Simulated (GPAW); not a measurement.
A run of GPAW 26.7.0 is set up as follows.

Contents of run.py:

```python
from ase.eos import EquationOfState
from ase.io import Trajectory
from ase.spacegroup import crystal
from ase.units import GPa
from gpaw import GPAW, PW

# Pb 4a
# Te 4b
atoms = crystal(['Pb', 'Te'],
                basis=[[0.0, 0.0, 0.0],
                       [0.5, 0.0, 0.0]],
                spacegroup=225, setting=1,  # Fm-3m
                cellpar=[6.462, 6.462, 6.462, 90.0, 90.0, 90.0],
                primitive_cell=True)

traj = Trajectory('eos.traj', 'w')
volumes, energies = [], []
for x in [0.94, 0.96, 0.98, 1.0, 1.02, 1.04, 1.06]:
    a = atoms.copy()
    a.set_cell(atoms.cell * x**(1 / 3), scale_atoms=True)
    calc = GPAW(mode=PW(600),
                xc='MGGA_X_TASK+LDA_C_PW',
                kpts={'size': (6, 6, 6), 'gamma': True},
                occupations={'name': 'fermi-dirac', 'width': 0.05},
                nbands=19,
                convergence={'density': 1e-05, 'energy': 1e-05},
                maxiter=150,
                txt=f'eos-{x:.2f}.txt')
    a.calc = calc
    energies.append(a.get_potential_energy(force_consistent=True))
    volumes.append(a.get_volume())
    p = -a.get_stress()[:3].mean() / GPa
    calc.write(f'eos-{x:.2f}.gpw')
    traj.write(a)
    print(f'{x:.2f} {volumes[-1]:10.4f} A^3 {energies[-1]:14.6f} eV {p:9.3f} GPa', flush=True)

v0, e0, B = EquationOfState(volumes, energies, eos='birchmurnaghan').fit()
print(f'V0 = {v0:.4f} A^3, E0 = {e0:.6f} eV, B0 = {B / GPa:.2f} GPa')
```

Potentials or basis: GPAW PAW data sets (gpaw-data 1.2.1), pw.

The run is started by

```console
$ OMP_NUM_THREADS=1 python run.py
```

(1) Predict the equilibrium volume.

Answers

(1) outside the volumes run.

Caveat: the PAW data sets were made with another functional, which shifts forces and pressure a little.
